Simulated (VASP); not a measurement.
Write the native input for VASP 6.6.1 that does the following.

```
Task                   : relaxation of cell and atoms
Functional             : PBEsol
Potentials or basis    : VASP PAW PBE potentials, release 64 (Ge_d)
Cutoff                 : 520 eV
k mesh                 : 8 × 8 × 8
Occupations            : gaussian, width 0.02 eV
Spin                   : no spin polarisation
Target pressure        : 13.3 GPa
Further INCAR settings : ALGO = Fast; EDIFF = 1e-07; IBRION = 2; EDIFFG = -0.002; NSW = 80; ISIF = 3
Target pressure        : 13.3 GPa
```

The structure of Ge lies in POSCAR:

```
Ge                                      
1.0
   -2.4262029383      2.4262029383      1.3751532615
    2.4262029383     -2.4262029383      1.3751532615
    2.4262029383      2.4262029383     -1.3751532615
  Ge            
     2
Direct
     0.2500000000000000    0.7500000000000000    0.5000000000000000
     0.5000000000000000    0.5000000000000000    0.0000000000000000
```

This isn't the form of Ge at room conditions, which is diamond.

These files were run (other wordings do the same):

INCAR

```
PREC     = Accurate       # precision mode
ENCUT    = 520            # plane-wave cutoff, eV
EDIFF    = 1E-7           # SCF threshold, eV
ISMEAR   = 0              # smearing method
SIGMA    = 0.02           # smearing width, eV
LREAL    = F              # projectors in reciprocal space
LASPH    = T              # aspherical terms in the spheres
NELM     = 80             # most SCF steps
ALGO     = Fast           # electronic algorithm
ISIF     = 3              # what is computed and relaxed
LWAVE    = F              # write WAVECAR
LCHARG   = F              # write CHGCAR
GGA      = PS             # functional
IBRION   = 2              # ionic algorithm
NSW      = 80             # ionic steps
EDIFFG   = -0.002         # ionic threshold
PSTRESS  = 133.0
```

KPOINTS

```
regular mesh
0
Gamma
  8 8 8
```

Potentials or basis: VASP PAW PBE potentials, release 64 (Ge_d).

Launch:

```console
$ cat potpaw_PBE.64/Ge_d/POTCAR > POTCAR
$ mpirun -np 1 vasp_std > vasp.out
```

Results of the run:

```yaml
Relaxed_volume: 16.19 Å³/atom
Relaxed_cell: a = 3.696 Å, b = 3.696 Å, c = 3.696 Å, α = 97.95°, β = 97.95°, γ = 136.32°
Space_group_after_relaxing_to_0.05_Å: I4_1/amd (No. 141)
Energy_change_on_relaxing_the_enthalpy_is_what_falls: +0.2 meV/atom
Ionic_steps: 14
Pressure_after_relaxing: 13.3 GPa
Band_gap_on_the_k_mesh: none (metal or under the smearing width)
```

Caveat: the cell is relaxed towards a set pressure, so the enthalpy falls and the energy may rise; the PAW data sets were made with another functional, which shifts forces and pressure a little.

It took 2.4 min on 1 thread of Intel(R) Xeon(R) Platinum 8488C (Sapphire Rapids), on a shared host, peak memory 0.17 GiB.
